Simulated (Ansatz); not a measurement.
## Stress against strain in SnS2

```xyz
3
Lattice="3.5983 0.0000 0.0000 -1.7992 3.1162 0.0000 0.0000 0.0000 5.4940" Properties=species:S:1:pos:R:3 pbc="T T T"
Sn    0.0000    0.0000    0.0000
S     1.7992    1.0387    1.4499
S     0.0000    2.0775    4.0441
```

Atoms are numbered in the order listed.

Conventional cell: a = 3.598 Å, b = 3.598 Å, c = 5.494 Å, α = 90.00°, β = 90.00°, γ = 120.00°. Around Sn (atom 1) lie 6 S at 2.53 Å. S (atom 2) has 3 Sn at 2.53 Å as nearest neighbours.

The geometry is COD entry 7038081, unchecked; take it as a test cell.

No spin–orbit coupling, which matters for the heavy atoms here.

Theory: DFT, PBE, all-electron LAPW, scalar-relativistic (Ansatz 0.2.0).

Settings: a Γ-centred 10×10×6 k mesh, Fermi–Dirac smearing of 0.01 eV, basis error target 1 meV/atom, no spin polarisation.

The strain is applied along the Cartesian axes of the cell as listed (the other components stay zero). Fractional coordinates are held (clamped ions).

σ is the change of stress from the unstrained cell, which is at 9.20 GPa; tension is positive, so slopes are stress–strain coefficients at that pressure.

Only quantities that a quadratic follows smoothly over the whole series are listed; rougher ones are left out.

```tsv
εxx = εyy	σzz (GPa)	σxx (GPa)
-0.0300	-6.20	-9.18
-0.0200	-3.93	-5.83
-0.0100	-1.87	-2.78
0.0000	0.00	0.00
0.0100	1.69	2.53
0.0300	4.61	6.92
```

Question: Fit the series and read off the stiffness at zero strain.

Answer: Least-squares fits y = p0 + p1 x + p2 x² to the rows give σzz (GPa): p1 = 180, p2 = -880; σxx (GPa): p1 = 268, p2 = -1300. So C13 + C23 = 180 GPa and C11 + C12 = 268 GPa, for these axes.

Question: One run, at εxx = εyy = 0.0200, is withheld. Predict its row.

Answer: The fits give 3.25, 4.86; the run gave 3.23, 4.83.
